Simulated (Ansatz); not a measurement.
Space group Im-3m (No. 229). a = 3.256 Å, b = 3.256 Å, c = 3.256 Å, α = 90.00°, β = 90.00°, γ = 90.00°
```
atom site symmetry x y z
  Ti    2a m-3m  0.0000  0.0000  0.0000
```

Equation of state of this Ti structure (not necessarily the ground state), with shape and atoms relaxed at each volume where symmetry leaves them free. It has no gap at any of these volumes. The calculation used DFT PBE, scalar-relativistic, plane waves, PAW in Ansatz 0.2.0.

Settings: cutoff 420 eV, Γ-centred mesh 18×18×18 on the computed 1-atom cell, Gaussian smearing of 0.10 eV; no spin polarisation.

| V (Å³/atom) | E − E(largest V) (meV/atom) | P (GPa) |
| --- | --- | --- |
| 15.181 | 48.55 | 16.80 |
| 15.699 | 2.76 | 11.77 |
| 16.216 | -27.85 | 7.34 |
| 16.734 | -45.05 | 3.43 |
| 17.251 | -50.41 | 0.01 |
| 17.769 | -45.37 | -3.00 |
| 18.287 | -31.19 | -5.63 |
| 18.977 | 0.00 | -8.62 |

Question: Fit a third-order Birch–Murnaghan equation to E(V).

Answer: V0 = 17.25 Å³/atom, B0 = 107 GPa, B0' = 3.2.

This bcc form isn't the element's structure at ambient conditions.